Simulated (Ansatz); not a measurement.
**Stability test of a Ge₃Pt cell**

Computed with DFT PBE, scalar-relativistic, plane waves, PAW in Ansatz. Cutoff 420 eV; k points 8×8×8 on the computed 8-atom cell (Γ-centred); Gaussian smearing, width 0.10 eV; no spin polarisation.

The cell below (8 atoms, Pm-3n (No. 223)) is relaxed within its symmetry. It is a trial structure, and others of Ge₃Pt can lie lower.

```xyz
8
Lattice="5.2451 0.0000 0.0000 0.0000 5.2451 0.0000 0.0000 0.0000 5.2451" Properties=species:S:1:pos:R:3 pbc="T T T"
Ge    0.0000    2.6225    1.3113
Ge    0.0000    2.6225    3.9338
Ge    1.3113    0.0000    2.6225
Ge    3.9338    0.0000    2.6225
Ge    2.6225    3.9338    0.0000
Ge    2.6225    1.3113    0.0000
Pt    0.0000    0.0000    0.0000
Pt    2.6225    2.6225    2.6225
```

For the test it was strained at random by about 1.5 %, the atoms were moved at random (σ = 0.10 Å), and all was relaxed without symmetry on a coarse k mesh with 0.1 eV smearing.

The k mesh leaves about 4 meV/atom of noise in metals. Spin–orbit coupling is left out.

Question: What happens?

Answer: It doesn't return. The energy falls by 143 meV/atom on that mesh, the volume changes by +0.6 %, and the end has space group P-1 (No. 2) at a loose tolerance.

Cost: 3 runs of about 10 core-minutes in all, on Intel Xeon 6975P-C (Granite Rapids) (shared hosts).